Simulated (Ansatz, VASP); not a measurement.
# H in VASP and in Ansatz

File INCAR:

```
SYSTEM = H
PREC = Accurate ; ENCUT = 520
EDIFF = 1E-6 ; ISMEAR = 0
SIGMA = 0.02 ; LREAL = .False.
LASPH = .True. ; NELM = 60
ALGO = Normal ; ISIF = 2
LWAVE = .False. ; LCHARG = .False.
METAGGA = R2SCAN ; LMIXTAU = .True.
NBANDS = 8
```

Contents of KPOINTS:

```
regular mesh
0
Gamma
  10 10 10
  0 0 0
```

Contents of POSCAR:

```
H
1.0
   -1.6501426215      1.6501426215      1.9463489118
    1.6501426215     -1.6501426215      1.9463489118
    1.6501426215      1.6501426215     -1.9463489118
H
2
Direct
    0.8734275328      0.8734275328      0.0000000000
    0.1265724672      0.1265724672      0.0000000000
```

Input for Ansatz:

```yaml
crystal:
  lattice:
    - [-1.6501426215, 1.6501426215, 1.9463489118]
    - [1.6501426215, -1.6501426215, 1.9463489118]
    - [1.6501426215, 1.6501426215, -1.9463489118]
  atoms:
    - { symbol: H, position: [0.8734275328, 0.8734275328, 0.0] }
    - { symbol: H, position: [0.1265724672, 0.1265724672, 0.0] }
basis:
  ecutwfc: 500
kpoints:
  mp_grid: { grid: [10, 10, 10] }
hamiltonian:
  xc: r2scan
scf:
  occupations: { method: gaussian, width: 0.02 }
output:
  forces: true
  stress: true
  eigenvalues: true
```

Alike in both runs: task single point; functional r2SCAN; k mesh 10 × 10 × 10; occupations gaussian, width 0.02 eV; no spin polarisation.

```csv
,VASP,Ansatz
version,VASP 6.6.1,Ansatz 0.2.0
potentials or method,"VASP PAW PBE potentials, release 64 (H)","scalar-relativistic, plane waves, PAW"
plane-wave cutoff (eV),520,500
valence electrons in the cell,2,2
```

VASP gave:

```
gap on the k mesh at the Fermi level (eV)       : 6.32
least direct gap on the mesh (eV)               : 7.36
pressure (GPa)                                  : -10.4
largest component of the traceless stress (GPa) : 21.27
rms of the force components (eV/Å)              : 2.497
```

Task: Estimate Ansatz's values.

Result: gap on the k mesh at the Fermi level (eV): 6.32; least direct gap on the mesh (eV): 7.35; pressure (GPa): -10.3; largest component of the traceless stress (GPa): 21.36; rms of the force components (eV/Å): 2.503.

Atom by atom the forces differ by 0.006 eV/Å (rms over components).

Caveats: the PAW data sets were made with another functional, which shifts forces and pressure a little (VASP). A k mesh can miss the band edges.
